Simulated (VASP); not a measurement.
# V (P6_3/mmc) in VASP: further runs

One crystal, V, is run at these levels: PBE; tasks: single point.

Everything below comes from runs of VASP 6.6.1. Logs are shortened: lines on timing, memory, paths and dates and some standing lists are left out, and cuts for length are marked.

**1. The crystal as given**

It takes space group P6_3/mmc (No. 194, hexagonal). The conventional cell has a = 2.604 Å, b = 2.604 Å, c = 4.723 Å, α = 90.00°, β = 90.00°, γ = 120.00°. V (site symmetry -6m2) is surrounded by 12 V at 2.60 to 2.80 Å.

This isn't the form of V at room conditions, which is bcc.

**2. Single point, PBE, collinear spin, ferromagnetic start**

The input, INCAR:

```
  PREC = Accurate
  ENCUT = 460
  EDIFF = 1E-6
  ISMEAR = 0
  SIGMA = 0.02
  LREAL = F
  LASPH = T
  NELM = 100
  ALGO = Normal
  ISIF = 2
  LWAVE = F
  LCHARG = F
  ISPIN = 2
  MAGMOM = 2 2
  LORBIT = 11
  LMAXMIX = 4
  GGA = PE
  ADDGRID = F
```

The input, KPOINTS:

```
Automatic mesh
0
Gamma
  15 15 8
```

The input, POSCAR:

```
V
1.0
    2.6042941027      0.0000000000      0.0000000000
   -1.3021470513      2.2553848518      0.0000000000
    0.0000000000      0.0000000000      4.7233360000
V
2
Direct
    0.3333333333      0.6666666667      0.2500000000
    0.6666666667      0.3333333333      0.7500000000
```

Potentials or basis: VASP PAW PBE potentials, release 64 (V_sv).

On the command line:

```sh
$ cat potpaw_PBE.64/V_sv/POTCAR > POTCAR
$ mpirun -np 1 vasp_std > vasp.out
```

OUTCAR:

```text
PREC = Accurate
   ENCUT = 460
   EDIFF = 1E-6
   ISMEAR = 0
   LREAL = F
   LASPH = T
   NELM = 100
   ISIF = 2
   ISPIN = 2
   LORBIT = 11
   GGA = PE

 Found    135 irreducible k-points:

 Following reciprocal coordinates:
            Coordinates               Weight
  0.000000  0.000000  0.000000      1.000000
  0.066667 -0.000000  0.000000      6.000000
  0.133333 -0.000000  0.000000      6.000000
  0.200000 -0.000000  0.000000      6.000000
  0.266667 -0.000000  0.000000      6.000000
  0.333333 -0.000000  0.000000      6.000000
   k-points           NKPTS =    135   k-points in BZ     NKDIM =    135   number of bands    NBANDS=     19
   number of dos      NEDOS =    301   number of ions     NIONS =      2
   total plane-waves  NPLWV =  11664
   dimension x,y,z NGX =    18 NGY =   18 NGZ =   36
   dimension x,y,z NGXF=    36 NGYF=   36 NGZF=   72
   ions per type =               2
   NGX,Y,Z   is equivalent  to a cutoff of  11.49, 11.49, 12.67 a.u.
   NGXF,Y,Z  is equivalent  to a cutoff of  22.98, 22.98, 25.34 a.u.
 SYSTEM =  unknown system
   PREC   = accura    normal or accurate (medium, high low for compatibility)
   ISTART =      0    job   : 0-new  1-cont  2-samecut
   ICHARG =      2    charge: 1-file 2-atom 10-const
   ISPIN  =      2    spin polarized calculation?
   LNONCOLLINEAR =      F non collinear calculations
   LSORBIT =      F    spin-orbit coupling
   LASPH  =      T    aspherical Exc in radial PAW
   ENCUT  =  460.0 eV  33.81 Ry    5.81 a.u.   4.55  4.55  8.26*2*pi/ulx,y,z
   NELM   =    100;   NELMIN=  2; NELMDL= -5     # of ELM steps
   EDIFF  = 0.1E-05   stopping-criterion for ELM
   LREAL  =      F    real-space projection
   EDIFFG = 0.1E-04   stopping-criterion for IOM
   NSW    =      0    number of steps for IOM
   IBRION =     -1    ionic relax: 0-MD 1-quasi-New 2-CG
   NFREE  =      0    steps in history (QN), initial steepest desc. (CG)
   ISIF   =      2    stress and relaxation
   ISYM   =      2    0-nonsym 1-usesym 2-fastsym
   POTIM  = 0.5000    time-step for ionic-motion
   TEBEG  =    0.0;   TEEND  =   0.0 temperature during run
   PSTRESS=    0.0 pullay stress
   NELECT =      26.0000    total number of electrons
   NUPDOWN=      -1.0000    fix difference up-down
   EMIN   =  10.00;   EMAX   =-10.00  energy-range for DOS
   EFERMI =   0.00;   METHOD = LEGACY
   ISMEAR =     0;   SIGMA  =   0.02  broadening in eV -4-tet -1-fermi 0-gaus
   EFERMI_NEDOS =   21; number of points for ismear=-14 and -15
   IALGO  =     38    algorithm
   IMIX   =      4    mixing-type and parameters
     AMIX     =   0.40;   BMIX     =  1.00
     AMIX_MAG =   1.60;   BMIX_MAG =  1.00
  volume/ion in A,a.u.               =      13.87        93.61
  Fermi-wavevector in a.u.,A,eV,Ry     =   1.602062  3.027459 34.920768  2.566604
  Thomas-Fermi vector in A             =   2.698942
   LORBIT       =     11    0 simple, 1 ext, 2 COOP (PROOUT), +10 PAW based schemes
   GGA     = PE    functional components
   LHFCALC =     F    Hartree Fock is set to
   AEXX    =    0.0000 exact exchange contribution
   IVDW    =     0    specifies the selected vdW correction
   LEPSILON=     F    determine dielectric tensor
   LRPA    =     F    only Hartree local field effects (RPA)
 spin polarized calculation
 Gauss-broadening in eV      SIGMA  =   0.02
  energy-cutoff  :      460.00
  volume of cell :       27.74
 maximum number of plane-waves:       646
   NGX =  9   NGY =  9   NGZ = 17

 number of electron      25.9999996 magnetization       0.0032092

 Free energy of the ion-electron system (eV)
  ---------------------------------------------------
  ext. energy  EPLUGINS =         0.00000000
  ---------------------------------------------------
  free energy    TOTEN  =       -17.47614156 eV

  energy without entropy =      -17.47522839  energy(sigma->0) =      -17.47568497

 E-fermi :   9.6937     XC(G=0): -12.7275

 val. band max:        9.6921784650   @ k =   0.2667   0.0667   0.5000
 cond. band min:       9.6962709487   @ k =   0.0667   0.0667   0.3750
 fundamental gap:      0.0040924837
 Fermi energy:         9.6937186685

 spin component 1

 k-point     1 :       0.0000    0.0000    0.0000
  band No.  band energies     occupation
      1     -54.3293      1.00000
      2     -54.2226      1.00000
      3     -28.4252      1.00000
      4     -27.7934      1.00000
      5     -27.6643      1.00000
      6     -27.6643      1.00000
[... 11 lines left out ...]
     18      11.5296      0.00000
     19      12.5718      0.00000

 k-point     2 :       0.0667   -0.0000    0.0000
  band No.  band energies     occupation
      1     -54.3214      1.00000
      2     -54.2168      1.00000
      3     -28.4135      1.00000
      4     -27.7942      1.00000
      5     -27.7020      1.00000
      6     -27.6743      1.00000
[... 11 lines left out ...]
     18      11.4572      0.00000
     19      12.5927      0.00000

 k-point     3 :       0.1333   -0.0000    0.0000
  band No.  band energies     occupation
      1     -54.2987      1.00000
      2     -54.2002      1.00000
      3     -28.3786      1.00000
      4     -27.8083      1.00000
      5     -27.7963      1.00000
      6     -27.7524      1.00000
[... 11 lines left out ...]
     18      11.2718      0.00000
     19      12.6338      0.00000

 k-point     4 :       0.2000   -0.0000    0.0000
  band No.  band energies     occupation
      1     -54.2649      1.00000
      2     -54.1761      1.00000
      3     -28.3252      1.00000
      4     -27.9653      1.00000
      5     -27.9065      1.00000
      6     -27.8017      1.00000
[... 11 lines left out ...]
     18      11.2183      0.00000
     19      12.6648      0.00000

 k-point     5 :       0.2667   -0.0000    0.0000
  band No.  band energies     occupation
      1     -54.2250      1.00000
      2     -54.1490      1.00000
      3     -28.2591      1.00000
      4     -28.1444      1.00000
      5     -28.0788      1.00000
      6     -27.8126      1.00000
[... 11 lines left out ...]
     18      11.7998      0.00000
     19      12.6752      0.00000

 k-point     6 :       0.3333   -0.0000    0.0000
  band No.  band energies     occupation
      1     -54.1853      1.00000
      2     -54.1242      1.00000
      3     -28.3147      1.00000
      4     -28.2397      1.00000
      5     -28.1885      1.00000
      6     -27.8302      1.00000
[... 11 lines left out ...]
     18      12.4062      0.00000
     19      12.6697      0.00000

 [... further k-points ...]

 spin component 2

 k-point     1 :       0.0000    0.0000    0.0000
  band No.  band energies     occupation
      1     -54.3281      1.00000
      2     -54.2214      1.00000
      3     -28.4242      1.00000
      4     -27.7924      1.00000
      5     -27.6630      1.00000
      6     -27.6630      1.00000
[... 11 lines left out ...]
     18      11.5304      0.00000
     19      12.5727      0.00000

 k-point     2 :       0.0667   -0.0000    0.0000
  band No.  band energies     occupation
      1     -54.3202      1.00000
      2     -54.2156      1.00000
      3     -28.4125      1.00000
      4     -27.7932      1.00000
      5     -27.7007      1.00000
      6     -27.6730      1.00000
[... 11 lines left out ...]
     18      11.4580      0.00000
     19      12.5936      0.00000

 k-point     3 :       0.1333   -0.0000    0.0000
  band No.  band energies     occupation
      1     -54.2975      1.00000
      2     -54.1990      1.00000
      3     -28.3776      1.00000
      4     -27.8070      1.00000
      5     -27.7953      1.00000
      6     -27.7511      1.00000
[... 11 lines left out ...]
     18      11.2726      0.00000
     19      12.6347      0.00000

 k-point     4 :       0.2000   -0.0000    0.0000
  band No.  band energies     occupation
      1     -54.2637      1.00000
      2     -54.1749      1.00000
      3     -28.3242      1.00000
      4     -27.9640      1.00000
      5     -27.9052      1.00000
      6     -27.8007      1.00000
[... 11 lines left out ...]
     18      11.2197      0.00000
     19      12.6657      0.00000

 k-point     5 :       0.2667   -0.0000    0.0000
  band No.  band energies     occupation
      1     -54.2237      1.00000
      2     -54.1478      1.00000
      3     -28.2581      1.00000
      4     -28.1431      1.00000
      5     -28.0774      1.00000
      6     -27.8116      1.00000
[... 11 lines left out ...]
     18      11.8012      0.00000
     19      12.6761      0.00000

 k-point     6 :       0.3333   -0.0000    0.0000
  band No.  band energies     occupation
      1     -54.1841      1.00000
      2     -54.1230      1.00000
      3     -28.3134      1.00000
      4     -28.2384      1.00000
      5     -28.1875      1.00000
      6     -27.8292      1.00000
[... 11 lines left out ...]
     18      12.4076      0.00000
     19      12.6705      0.00000

 [... further k-points ...]
[... 5 lines left out ...]
  --------------------------------------------------------------------------------------
  -------------------------------------------------------------------------------------
  Total       -0.0400783     -0.0400783     -0.4011210     -0.0000000      0.0000000      0.0000000
  in kB       -2.3145158     -2.3145158    -23.1646868     -0.0000000      0.0000000      0.0000000
  external PRESSURE =      -9.2645728 kB  Pullay stress =       0.0000000 kB

 VOLUME and BASIS-vectors are now :
 -----------------------------------------------------------------------------
  energy-cutoff  :      460.00
  volume of cell :       27.74
      direct lattice vectors                 reciprocal lattice vectors
     2.604294103  0.000000000  0.000000000     0.383981210  0.221691655  0.000000000
    -1.302147051  2.255384852  0.000000000     0.000000000  0.443383310  0.000000000
     0.000000000  0.000000000  4.723336000     0.000000000  0.000000000  0.211714771

 POSITION                                       TOTAL-FORCE (eV/Angst)
 -----------------------------------------------------------------------------------
     -0.00000      1.50359      1.18083         0.000000      0.000000      0.000000
      1.30215      0.75179      3.54250        -0.000000      0.000000      0.000000
 -----------------------------------------------------------------------------------
    total drift:                                0.000000     -0.000000      0.000000

  FREE ENERGIE OF THE ION-ELECTRON SYSTEM (eV)
  ---------------------------------------------------
  free  energy   TOTEN  =       -17.4761415582 eV

  energy  without entropy=      -17.4752283859  energy(sigma->0) =      -17.47568497

 total charge

# of ion       s       p       d       tot
------------------------------------------
    1        2.343   6.209   3.076  11.628
    2        2.343   6.209   3.076  11.628
--------------------------------------------------
tot          4.686  12.419   6.151  23.257

 magnetization (x)

# of ion       s       p       d       tot
------------------------------------------
    1        0.000   0.000   0.001   0.001
    2        0.000   0.000   0.001   0.001
--------------------------------------------------
tot          0.000   0.000   0.002   0.002
```

Wall time 80 s (1 thread of Intel Xeon Platinum 8488C (Sapphire Rapids), shared host); peak memory 0.2 GiB.

These settings aren't checked as converged: the numbers below hold their error.

What came out:

| Property | Result |
| --- | --- |
| Free energy | -17.4761 eV |
| Pressure | -0.9 GPa |
| Band gap on the k mesh | none (metal or under the smearing width) |
| Net moment | 0.00 μB per cell |
| Valence electrons inside the program's atomic spheres | V 11.63 |

**3. Single point, PBE, collinear spin, ferromagnetic start**

INCAR is that of step 2.

KPOINTS is that of step 2.

The input, POSCAR:

```
V
1.0
    2.6042941027      0.0000000000      0.0000000000
   -1.3021470513      2.2553848518      0.0000000000
    0.0000000000      0.0000000000      4.7233360000
V
2
Direct
    0.3610050000      0.6924900000      0.2406650000
    0.6997010000      0.3498080000      0.7667620000
```

Potentials or basis: VASP PAW PBE potentials, release 64 (V_sv).

On the command line:

```sh
$ cat potpaw_PBE.64/V_sv/POTCAR > POTCAR
$ mpirun -np 1 vasp_std > vasp.out
```

OUTCAR:

```text
PREC = Accurate
   ENCUT = 460
   EDIFF = 1E-6
   ISMEAR = 0
   LREAL = F
   LASPH = T
   NELM = 100
   ISIF = 2
   ISPIN = 2
   LORBIT = 11
   GGA = PE

 Found    901 irreducible k-points:

 Following reciprocal coordinates:
            Coordinates               Weight
  0.000000  0.000000  0.000000      1.000000
  0.066667 -0.000000  0.000000      2.000000
  0.000000  0.066667  0.000000      2.000000
 -0.066667  0.066667  0.000000      2.000000
  0.133333 -0.000000  0.000000      2.000000
  0.000000  0.133333  0.000000      2.000000
   k-points           NKPTS =    901   k-points in BZ     NKDIM =    901   number of bands    NBANDS=     19
   number of dos      NEDOS =    301   number of ions     NIONS =      2
   total plane-waves  NPLWV =  11664
   dimension x,y,z NGX =    18 NGY =   18 NGZ =   36
   dimension x,y,z NGXF=    36 NGYF=   36 NGZF=   72
   ions per type =               2
   NGX,Y,Z   is equivalent  to a cutoff of  11.49, 11.49, 12.67 a.u.
   NGXF,Y,Z  is equivalent  to a cutoff of  22.98, 22.98, 25.34 a.u.
 SYSTEM =  unknown system
   PREC   = accura    normal or accurate (medium, high low for compatibility)
   ISTART =      0    job   : 0-new  1-cont  2-samecut
[... 203 lines left out ...]
      1     -54.3285      1.00000
      2     -54.2110      1.00000
      3     -28.4413      1.00000
      4     -27.7806      1.00000
      5     -27.6617      1.00000
      6     -27.6579      1.00000
[... 109 lines left out ...]
      6     -27.7383      1.00000
[... 11 lines left out ...]
     18      11.3148      0.00000
     19      12.6399      0.00000

 [... further k-points ...]
[... 5 lines left out ...]
  --------------------------------------------------------------------------------------
  -------------------------------------------------------------------------------------
  Total        0.0273370      0.1798182     -0.0154444      0.0964409      0.0444920     -0.0566474
  in kB        1.5787056     10.3844801     -0.8919141      5.5694473      2.5694052     -3.2713802
  external PRESSURE =       3.6904239 kB  Pullay stress =       0.0000000 kB

 VOLUME and BASIS-vectors are now :
 -----------------------------------------------------------------------------
  energy-cutoff  :      460.00
  volume of cell :       27.74
      direct lattice vectors                 reciprocal lattice vectors
     2.604294103  0.000000000  0.000000000     0.383981210  0.221691655  0.000000000
    -1.302147051  2.255384852  0.000000000     0.000000000  0.443383310  0.000000000
     0.000000000  0.000000000  4.723336000     0.000000000  0.000000000  0.211714771

 POSITION                                       TOTAL-FORCE (eV/Angst)
 -----------------------------------------------------------------------------------
      0.03844      1.56183      1.13674        -0.036229      0.024946      1.181695
      1.36673      0.78895      3.62167         0.036229     -0.024946     -1.181695
 -----------------------------------------------------------------------------------
    total drift:                                0.000036     -0.000007      0.000119

  FREE ENERGIE OF THE ION-ELECTRON SYSTEM (eV)
  ---------------------------------------------------
  free  energy   TOTEN  =       -17.4051168629 eV

  energy  without entropy=      -17.4045088787  energy(sigma->0) =      -17.40481287

 total charge

# of ion       s       p       d       tot
------------------------------------------
    1        2.345   6.211   3.082  11.639
    2        2.345   6.211   3.082  11.639
--------------------------------------------------
tot          4.691  12.422   6.165  23.277

 magnetization (x)

# of ion       s       p       d       tot
------------------------------------------
    1       -0.000   0.000   0.000   0.000
    2       -0.000   0.000   0.000   0.000
--------------------------------------------------
tot         -0.000   0.000   0.000   0.000
```

It took 7.2 min on 1 thread of Intel Xeon Platinum 8488C (Sapphire Rapids), shared host; peak memory 0.6 GiB.

These settings aren't checked as converged: the numbers below hold their error.

What came out:

| Quantity | Value |
| --- | --- |
| Free energy | -17.4051 eV |
| Pressure | 0.4 GPa |
| Largest force | 1.183 eV/Å |
| Band gap on the k mesh | none (metal or under the smearing width) |
| Net moment | 0.00 μB per cell |
| Valence electrons inside the program's atomic spheres | V 11.64 |
